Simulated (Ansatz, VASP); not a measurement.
Given: the input of a run of VASP 6.6.1 on Ag.

Contents of INCAR:

```
PREC = Accurate
ENCUT = 600
EDIFF = 1E-6
ISMEAR = -1
SIGMA = 0.05
LREAL = False
LASPH = True
NELM = 100
ALGO = Fast
ISIF = 3
LWAVE = False
LCHARG = False
GGA = PE
IBRION = 2
NSW = 40
EDIFFG = -0.005
```

KPOINTS

```
Automatic mesh
0
Gamma
  11 11 11
```

File POSCAR:

```
Ag
1.0
   -1.6556540000      1.6556540000      1.6556540000
    1.6556540000     -1.6556540000      1.6556540000
    1.6556540000      1.6556540000     -1.6556540000
Ag
1
Direct
    0.0000000000      0.0000000000      0.0000000000
```

Potentials or basis: VASP PAW PBE potentials, release 64 (Ag).

Run with:

```bash
$ cat potpaw_PBE.64/Ag/POTCAR > POTCAR
$ mpirun -np 1 vasp_std > vasp.out
```

Q: Set up the same calculation for Ansatz 0.2.0. Potentials there: Ansatz PAW.

A: As run (the cutoff follows the program's own potentials):

Contents of input.yaml:

```yaml
crystal:
  lattice:
    - [-1.655654, 1.655654, 1.655654]
    - [1.655654, -1.655654, 1.655654]
    - [1.655654, 1.655654, -1.655654]
  atoms:
    - { symbol: Ag, position: [0.0, 0.0, 0.0] }
hamiltonian:
  xc: pbe
  pseudopotentials: { kind: paw }
kpoints:
  mp_grid: { grid: [11, 11, 11] }
scf:
  occupations: { method: fermi_dirac, width: 0.05 }
output:
  forces: true
  stress: true
  eigenvalues: true
relax:
  f_tol: 0.01
  max_steps: 40
  cell: { stress_tol: 0.05 }
```

Potentials or basis: Ansatz PAW.

Launch:

```bash
$ ansatz run input.yaml --threads 2 --pin off --max-ram 5632MiB --backend cpu --events-out ev --progress --plain --runs-dir out
```

Both were run:

|  | VASP | Ansatz | Ansatz less VASP |
| --- | --- | --- | --- |
| gap on the k mesh at the Fermi level, each at its own relaxed structure (eV) | none | none | - |
| relaxed volume (Å³/atom) | 17.96 | 17.99 | +0.027 |
| relaxed cell length with the largest relative difference (Å) | 2.857 | 2.859 | +0.0014 |

A gap of «none» marks a metal or a gap that the smearing closes. The two sets of potentials don't hold the same shells in valence.

Caveats: the plane-wave basis is chosen anew once the cell has moved, so the energies of steps on either side of that aren't comparable (Ansatz).
